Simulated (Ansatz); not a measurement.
**Stationary points along a deformation path in Ba**

Method: Ansatz 0.2.0, DFT PBE, scalar-relativistic, plane waves, PAW. The runs took a 420 eV cutoff, a Γ-centred 18×18×18 mesh and Gaussian smearing (0.15 eV). No spin polarisation. Energies are free energies at this smearing, counted from the undisturbed cell; pressure is positive in compression.

The starting cell (relaxed at this level):

```
Ba
1.0
    -2.51009    2.51009    2.51009
     2.51009   -2.51009    2.51009
     2.51009    2.51009   -2.51009
Ba
1
Cartesian
  0.0000 0.0000 0.0000
```

At fixed volume and fractional coordinates, lengths along (0.577, 0.577, 0.577) are scaled against those across it; ρ is that ratio over its starting value. V = 63.260 Å³/atom. Δσ is the stress along the axis less the mean stress across it (compression positive).

```csv
ρ,ΔE (meV/atom),Δσ (GPa),space group
0.500,1758.3,25.26,R-3m
0.600,932.0,13.48,R-3m
0.710,409.1,9.64,R-3m
0.850,83.4,4.13,R-3m
0.930,15.5,1.67,R-3m
1.000,0.0,0.00,Im-3m
1.080,14.8,-1.38,R-3m
1.200,70.5,-2.46,R-3m
1.410,180.2,-2.46,R-3m
1.700,277.0,-1.37,R-3m
2.000,308.4,0.00,Pm-3m
```

Task: How does the stress give the slope of the energy, and where is the energy stationary?

Result: Along the path d ln(length) is 2/3 d ln ρ on the axis and −1/3 d ln ρ across it, so dE/d ln ρ = −(2/3) V Δσ: the energy falls with ρ where Δσ is positive. Δσ vanishes or changes sign at ρ = 1.000 (Im-3m), a minimum at 0.0 meV/atom; at ρ = 2.000 (Pm-3m, an end of the scan), at 308.4 meV/atom. Pairs of stationary points between two samples would go unseen, and could change a minimum read from distant neighbours into a maximum. At ρ = 1.000, 2.000 the cell is cubic, where symmetry alone makes the stress isotropic and the slope zero.

Task: Which shear constant sets the curvature at ρ = 1?

Result: For a cubic crystal E/V = (2/3) C (ln ρ)² with C = C44, so Δσ = −2C ln ρ. The parabola of Δσ against ln ρ through ρ = 0.930, 1 and 1.080 gives C ≈ 10.3 GPa with the ions clamped, rough because the steps are large.

In a metal these slopes depend on the k mesh and the smearing.